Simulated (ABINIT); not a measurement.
# PbO (Litharge) (P1) in ABINIT: convergence with pawecutdg

Aim: find how far pawecutdg must go before the results for PbO (Litharge) settle, at PBEsol. This setting moves, with any that are tied to it; all else stays.

Everything below comes from runs of ABINIT 10.8.3 (patched build). Logs are shortened: lines on timing, memory, paths and dates and some standing lists are left out, and cuts for length are marked. The log counts tension as positive stress, the text compression.

### 1 The cell of the first run

The typed cell holds 4 atoms: a = 3.990 Å, b = 3.990 Å, c = 5.010 Å, α = 90.00°, β = 90.00°, γ = 90.00°.

The cell isn't the ideal one: atoms moved at random, drawn with an rms of 0.05 Å.

### 2 With pawecutdg 23.7

File run.abi:

```
# Pseudopotentials
pp_dirpath "./"
pseudos "Pb.GGA_PBE-JTH.xml, O.GGA_PBE-JTH.xml"

# Structure
acell 3*1.0
rprim
     7.5400072373     0.0000000000     0.0000000000
     0.0000000000     7.5400072373     0.0000000000
     0.0000000000     0.0000000000     9.4675278844
ntypat 2
znucl 82 8
natom 4
typat 1 1 2 2
xred
     0.5025100000     0.0002860000     0.7640710000
    -0.0105290000     0.5078170000     0.2474320000
     0.4947560000     0.5065610000    -0.0022200000
    -0.0062690000     0.0124200000     0.0082440000
chkprim 0
chksymtnons 0
tolsym 1.0e-6

# Plane-wave basis
ecut 625.861884 eV
pawecutdg 23.7
pawxcdev 0

# k points
kptopt 1
ngkpt 4 4 4
nshiftk 1
shiftk 0.0 0.0 0.0

# Exchange and correlation
ixc -116133

# Bands and occupations
nband 24
occopt 3
tsmear 0.1 eV

# SCF cycle
nstep 100
tolvrs 1.0e-9

# Output
iomode 3
prtwf 0
prtden 0
prteig 0
prtebands 0
enunit 2
prtvol 2
```

Potentials or basis: JTH PAW PBE v2.0.

On the command line:

```sh
$ abinit run.abi > log 2>&1
```

Run time: 4 min. Hardware: 1 thread of Arm Neoverse V1, shared host; peak memory 0.16 GiB.

Results (log left out):

```
Free energy                                           : -4208.9520 eV
Pressure                                              : -1.1 GPa
Largest force                                         : 0.519 eV/Å
Band gap on the k mesh                                : 1.07 eV, indirect (least direct gap 1.97 eV)
Valence electrons inside the program's atomic spheres : Pb 11.36, 11.35; O 4.49, 4.48
```

### 3 With pawecutdg 27.6

run.abi, as its differences from that of step 2:

```diff
@@ -25,3 +25,3 @@
 ecut 625.861884 eV
-pawecutdg 23.7
+pawecutdg 27.6
 pawxcdev 0
```

Potentials or basis: JTH PAW PBE v2.0.

On the command line:

```sh
$ abinit run.abi > log 2>&1
```

Run time: 4 min. Hardware: 1 thread of Arm Neoverse V1, shared host; peak memory 0.17 GiB.

Results (log left out):

| Quantity | Value |
| --- | --- |
| Free energy | -4208.9520 eV |
| Pressure | -1.1 GPa |
| Largest force | 0.517 eV/Å |
| Band gap on the k mesh | 1.07 eV, indirect (least direct gap 1.97 eV) |
| Valence electrons inside the program's atomic spheres | Pb 11.36, 11.35; O 4.48 |

### 4 With pawecutdg 34.5

run.abi, as its differences from that of step 3:

```diff
@@ -25,3 +25,3 @@
 ecut 625.861884 eV
-pawecutdg 27.6
+pawecutdg 34.5
 pawxcdev 0
```

On the command line:

```sh
$ abinit run.abi > log 2>&1
```

Wall time 3.9 min (1 thread of Arm Neoverse V1, shared host); peak memory 0.17 GiB.

Results (log left out):

```
Free energy                                           : -4208.9518 eV
Pressure                                              : -1.1 GPa
Largest force                                         : 0.517 eV/Å
Band gap on the k mesh                                : 1.07 eV, indirect (least direct gap 1.97 eV)
Valence electrons inside the program's atomic spheres : Pb 11.35, 11.34; O 4.49, 4.48
```

### 5 With pawecutdg 41.4

run.abi, as its differences from that of step 4:

```diff
@@ -25,3 +25,3 @@
 ecut 625.861884 eV
-pawecutdg 34.5
+pawecutdg 41.4
 pawxcdev 0
```

On the command line:

```sh
$ abinit run.abi > log 2>&1
```

Run time: 4.1 min. Hardware: 1 thread of Arm Neoverse V1, shared host; peak memory 0.18 GiB.

It converged, with:

* Free energy: -4208.9517 eV
* Pressure: -1.1 GPa
* Largest force: 0.516 eV/Å
* Band gap on the k mesh: 1.07 eV, indirect (least direct gap 1.97 eV)
* Valence electrons inside the program's atomic spheres: Pb 11.36, 11.34; O 4.49

### 6 With pawecutdg 50.6

run.abi, as its differences from that of step 5:

```diff
@@ -25,3 +25,3 @@
 ecut 625.861884 eV
-pawecutdg 41.4
+pawecutdg 50.6
 pawxcdev 0
```

Potentials or basis: JTH PAW PBE v2.0.

On the command line:

```sh
$ abinit run.abi > log 2>&1
```

Run time: 3.9 min. Hardware: 1 thread of Arm Neoverse V1, shared host; peak memory 0.19 GiB.

Results (log left out):

* Free energy: -4208.9517 eV
* Pressure: -1.1 GPa
* Largest force: 0.517 eV/Å
* Band gap on the k mesh: 1.07 eV, indirect (least direct gap 1.97 eV)
* Valence electrons inside the program's atomic spheres: Pb 11.35; O 4.48

### 7 With pawecutdg 62.1

run.abi, as its differences from that of step 6:

```diff
@@ -25,3 +25,3 @@
 ecut 625.861884 eV
-pawecutdg 50.6
+pawecutdg 62.1
 pawxcdev 0
```

On the command line:

```sh
$ abinit run.abi > log 2>&1
```

Wall time 4.2 min (1 thread of Arm Neoverse V1, shared host); peak memory 0.21 GiB.

It converged, with:

```
Free energy                                           : -4208.9519 eV
Pressure                                              : -1.1 GPa
Largest force                                         : 0.518 eV/Å
Band gap on the k mesh                                : 1.07 eV, indirect (least direct gap 1.97 eV)
Valence electrons inside the program's atomic spheres : Pb 11.35; O 4.49, 4.48
```

### 8 With pawecutdg 75.9

run.abi, as its differences from that of step 7:

```diff
@@ -25,3 +25,3 @@
 ecut 625.861884 eV
-pawecutdg 62.1
+pawecutdg 75.9
 pawxcdev 0
```

Potentials or basis: JTH PAW PBE v2.0.

On the command line:

```sh
$ abinit run.abi > log 2>&1
```

run.abo:

```text
.Version 10.8.3 of ABINIT
 Symmetries : space group P1 (#  1); Bravais aP (primitive triclinic)
================================================================================
 Values of the parameters that define the memory need of the present run
     intxc =       0    ionmov =       0      iscf =      17    lmnmax =      18
     lnmax =       6     mgfft =      45  mpssoang =       3    mqgrid =    3713
     natom =       4  nloc_mem =       2    nspden =       1   nspinor =       1
    nsppol =       1      nsym =       1    n1xccc =       1    ntypat =       2
    occopt =       3   xclevel =       2
       mpw =        2860          nfft =       58320          nkpt =          36
 PAW method is used; the additional fine FFT grid is defined by:
   mgfftf=        80    nfftf =    288000
================================================================================
================================================================================

--------------------------------------------------------------------------------
------------- Echo of variables that govern the present computation ------------
--------------------------------------------------------------------------------
 -outvars: echo values of preprocessed input variables --------
            acell      1.0000000000E+00  1.0000000000E+00  1.0000000000E+00 Bohr
              amu      2.07200000E+02  1.59994000E+01
          chkprim           0
      chksymtnons           0
             ecut      2.30000000E+01 Hartree
           enunit           2
              ixc     -116133
         kptrlatt        4    0    0      0    4    0      0    0    4
          kptrlen      3.01600289E+01
            natom           4
            nband          24
            ngfft          36      36      45
          ngfftdg          60      60      80
             nkpt          36
            nstep         100
             nsym           1
           ntypat           2
           occopt           3
        pawecutdg      7.59000000E+01 Hartree
         pawxcdev           0
           prtden           0
        prtebands           0
           prteig           0
           prtvol           2
            prtwf           0
            rprim      7.5400072373E+00  0.0000000000E+00  0.0000000000E+00
                       0.0000000000E+00  7.5400072373E+00  0.0000000000E+00
                       0.0000000000E+00  0.0000000000E+00  9.4675278844E+00
          spgroup           1
           tolsym      1.00000000E-06
           tolvrs      1.00000000E-09
           tsmear      3.67493222E-03 Hartree
            typat      1  1  2  2
           useylm           1
           xangst      2.0050148987E+00  1.1411399992E-03  3.8279957074E+00
[... 648 lines left out ...]
   2.54378    3.17739    3.26805    4.83032    8.59185    8.66337   10.53867   10.82739
 kpt#   5, nband= 24, wtk=  0.03125, kpt=  0.2500  0.2500  0.0000 (reduced coord)
[... 112 lines left out ...]
 -12.90079  -12.64870  -10.82461  -10.78259  -10.74620  -10.73614  -10.72257  -10.70071
 -10.67759  -10.63962  -10.28576   -9.51802   -3.15038   -1.36701    0.28049    2.09779
   2.39654    3.48205    3.92458    4.02097    7.45356    8.65407    8.86246   11.33354
 kpt#  34, nband= 24, wtk=  0.01563, kpt=  0.0000  0.5000  0.5000 (reduced coord)
 -12.78943  -12.75152  -10.83901  -10.83460  -10.78099  -10.75983  -10.67009  -10.63701
 -10.62589  -10.61111   -9.98022   -9.95989   -2.34987   -2.32858    1.47299    1.52072
   2.23111    2.29467    4.02314    4.10377    8.10506    8.14684   11.08776   11.21055
 kpt#  35, nband= 24, wtk=  0.03125, kpt=  0.2500  0.5000  0.5000 (reduced coord)
 -12.76847  -12.74248  -10.80562  -10.79927  -10.74710  -10.71879  -10.67877  -10.67311
 -10.65209  -10.64078   -9.87034   -9.85678   -2.65488   -2.63099    0.95012    0.96753
   3.40055    3.43736    3.58088    3.63380    8.45679    8.51567    9.43985    9.54952
 kpt#  36, nband= 24, wtk=  0.01563, kpt=  0.5000  0.5000  0.5000 (reduced coord)
 -12.74639  -12.74439  -10.77023  -10.72960  -10.71778  -10.71559  -10.70090  -10.68556
 -10.66124  -10.64764   -9.76458   -9.76140   -3.04943   -2.99968    1.22608    1.22804
   2.73376    2.81699    4.14045    4.15415    8.41086    8.42381    9.74304    9.76344
 Total charge density [el/Bohr^3]
)     Maximum=    1.9724E+00  at reduced coord.    0.5000    0.0000    0.7625
)Next maximum=    1.9607E+00  at reduced coord.    0.9833    0.5000    0.2500
)     Minimum=    2.2271E-03  at reduced coord.    0.0000    0.5000    0.7625
)Next minimum=    2.2279E-03  at reduced coord.    0.0000    0.5167    0.7625
   Integrated=    4.0000E+01

--- !EnergyTerms
iteration_state     : {dtset: 1, }
comment             : Components of total free energy in Hartree
kinetic             :  2.51704353240231E+01
hartree             :  5.02201896781228E+01
xc                  : -1.07995901895164E+01
Ewald energy        : -1.13770052666213E+02
psp_core            :  4.18201724967256E+00
local_psp           : -1.56597868364941E+02
PAW spherical_terms :  4.69187598420985E+01
internal            : -1.54676109126754E+02
'-kT*entropy'       : -1.41013321205438E-05
total_energy        : -1.54676123228086E+02
total_energy_eV     : -4.20895173219040E+03
...

--- !EnergyTermsDC
iteration_state     : {dtset: 1, }
comment             : '"Double-counting" decomposition of free energy'
band_energy         : -8.78627302811914E+00
Ewald energy        : -1.13770052666213E+02
psp_core            :  4.18201724967256E+00
xc_dc               : -4.80464257066871E+01
PAW spherical_terms :  1.17446197304549E+01
internal            : -1.54676114420892E+02
'-kT*entropy'       : -1.41013321205438E-05
total_energy_dc     : -1.54676128522224E+02
total_energy_dc_eV  : -4.20895187625123E+03
...

--- !EnergyTermsWithPAWCore
iteration_state     : {dtset: 1, }
comment             : 'Components of total free energy, including PAW core contributions'
Total energy        : -4.19031006024318E+04
Total energy DC     : -4.19031006077260E+04
Total energy (eV)   : -1.14024145539697E+06
Total energy DC (eV): -1.14024145554103E+06
...

 Cartesian components of stress tensor (hartree/bohr^3)
  sigma(1 1)=  5.31119313E-05  sigma(3 2)=  7.27867068E-06
  sigma(2 2)=  5.51571787E-06  sigma(3 1)= -1.85694104E-05
  sigma(3 3)=  5.03982573E-05  sigma(2 1)=  3.54590936E-07

-Cartesian components of stress tensor (GPa)         [Pressure= -1.0692E+00 GPa]
- sigma(1 1)=  1.56260697E+00  sigma(3 2)=  2.14145885E-01
- sigma(2 2)=  1.62278022E-01  sigma(3 1)= -5.46330916E-01
- sigma(3 3)=  1.48276792E+00  sigma(2 1)=  1.04324255E-02

== END DATASET(S) ==============================================================
================================================================================

 -outvars: echo values of variables after computation  --------
            acell      1.0000000000E+00  1.0000000000E+00  1.0000000000E+00 Bohr
           etotal     -1.5467612852E+02
            fcart     -3.0685772654E-03  2.8269755187E-03  5.4913818165E-03
                       2.1486613466E-03  3.2145096901E-04 -9.8292893847E-03
                      -8.0420560922E-04 -1.2035329708E-04  5.4553689798E-03
                       1.7241215280E-03 -3.0280731906E-03 -1.1174614117E-03
            rprim      7.5400072373E+00  0.0000000000E+00  0.0000000000E+00
                       0.0000000000E+00  7.5400072373E+00  0.0000000000E+00
                       0.0000000000E+00  0.0000000000E+00  9.4675278844E+00
           strten      5.3111931338E-05  5.5157178684E-06  5.0398257269E-05
                       7.2786706760E-06 -1.8569410393E-05  3.5459093567E-07
           xangst      2.0050148987E+00  1.1411399992E-03  3.8279957074E+00
                      -4.2010709972E-02  2.0261898286E+00  1.2396343192E+00
                       1.9740764387E+00  2.0211783886E+00 -1.1122199992E-02
                      -2.5013309983E-02  4.9555799967E-02  4.1302439972E-02
             xred      5.0251000000E-01  2.8600000000E-04  7.6407100000E-01
                      -1.0529000000E-02  5.0781700000E-01  2.4743200000E-01
                       4.9475600000E-01  5.0656100000E-01 -2.2200000000E-03
                      -6.2690000000E-03  1.2420000000E-02  8.2440000000E-03
 Calculation completed.
```

It took 4.5 min on 1 thread of Arm Neoverse V1, shared host; peak memory 0.23 GiB.

What came out:

```
Free energy                                           : -4208.9519 eV
Pressure                                              : -1.1 GPa
Largest force                                         : 0.518 eV/Å
Band gap on the k mesh                                : 1.07 eV, indirect (least direct gap 1.97 eV)
Valence electrons inside the program's atomic spheres : Pb 11.35; O 4.48
```

### 9 The series at a glance

| pawecutdg | energy less the tightest run, at zero smearing (meV/atom) | largest force (eV/Å) | SCF cycles | CPU time (s) | peak memory (GiB) |
| --- | --- | --- | --- | --- | --- |
| 23.7 | -0.04 | 0.519 | 33 | 240 | 0.16 |
| 27.6 | -0.04 | 0.517 | 33 | 240 | 0.17 |
| 34.5 | 0.02 | 0.517 | 33 | 240 | 0.17 |
| 41.4 | 0.04 | 0.516 | 34 | 250 | 0.18 |
| 50.6 | 0.03 | 0.517 | 32 | 230 | 0.19 |
| 62.1 | 0.00 | 0.518 | 35 | 250 | 0.21 |
| 75.9 | 0.00 | 0.518 | 38 | 270 | 0.23 |

Against the tightest run, the energy stays within 1 meV/atom from 23.7 on; the largest force stays within 0.005 eV/Å from 23.7 on. The tightest run that finished is the yardstick and may itself not be fully converged.

Caveats: the PAW data sets were made with another functional, which shifts forces and pressure a little; spin-orbit coupling is left out, which as a rule narrows the gap of such compounds by several tenths of an eV.
